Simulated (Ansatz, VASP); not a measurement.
# Pt: VASP beside Ansatz

The input INCAR:

```
SYSTEM = Pt
PREC     = Accurate       ! precision mode
ENCUT    = 520            ! plane-wave cutoff, eV
EDIFF    = 1E-6           ! SCF threshold, eV
ISMEAR   = 0              ! smearing method
SIGMA    = 0.15           ! smearing width, eV
LREAL    = .FALSE.        ! projectors in reciprocal space
LASPH    = .TRUE.         ! aspherical terms in the spheres
NELM     = 100            ! most SCF steps
ALGO     = Fast           ! electronic algorithm
ISIF     = 2              ! what is computed and relaxed
LWAVE    = .FALSE.        ! write WAVECAR
LCHARG   = .FALSE.        ! write CHGCAR
GGA      = PS             ! functional
NBANDS   = 11             ! bands
```

The input KPOINTS:

```
Automatic mesh
0
G
  20 20 20
  0 0 0
```

Contents of POSCAR:

```
Pt
1.0
    0.0000000000      1.9799263750      1.9799263750
    1.9579000000      0.0220263750      1.9579000000
    1.9579000000      1.9579000000      0.0220263750
Pt
1
Direct
    0.0000000000      0.0000000000      0.0000000000
```

Input for Ansatz:

```yaml
crystal:
  lattice:
    - [0.0, 1.979926375, 1.979926375]
    - [1.9579, 0.022026375, 1.9579]
    - [1.9579, 1.9579, 0.022026375]
  atoms:
    - { symbol: Pt, position: [0.0, 0.0, 0.0] }
basis:
  ecutwfc: 420
kpoints:
  mp_grid: { grid: [20, 20, 20] }
hamiltonian:
  xc: pbesol
scf:
  occupations: { method: gaussian, width: 0.15 }
output:
  forces: true
  stress: true
  eigenvalues: true
```

Change from the starting cell: strain +0.0225 x Voigt [0, 0, 0, 1, 0, 0], atoms carried along.

Alike in both runs: task single point; functional PBEsol; k mesh 20 × 20 × 20; occupations gaussian, width 0.15 eV; no spin polarisation.

|  | VASP | Ansatz |
| --- | --- | --- |
| version | VASP 6.6.1 | Ansatz 0.2.0 |
| potentials or method | VASP PAW PBE potentials, release 64 (Pt) | scalar-relativistic, plane waves, PAW |
| plane-wave cutoff (eV) | 520 | 420 |
| valence electrons in the cell | 10 | 18 |

Ansatz gave:

```
gap on the k mesh at the Fermi level (eV)       : none
pressure (GPa)                                  : 0.7
largest component of the traceless stress (GPa) : 1.84
```

Task: What did VASP give for the same quantities?

Result: gap on the k mesh at the Fermi level (eV): none; pressure (GPa): 0.3; largest component of the traceless stress (GPa): 1.86.

A gap of «none» marks a metal or a gap that the smearing closes. With one functional, cell and mesh, what is left measures potentials, basis and numerics. The two sets of potentials don't hold the same shells in valence.

Caveats: the PAW data sets were made with another functional, which shifts forces and pressure a little (VASP). The runs have no spin-orbit coupling, so splittings on Pt are missing.
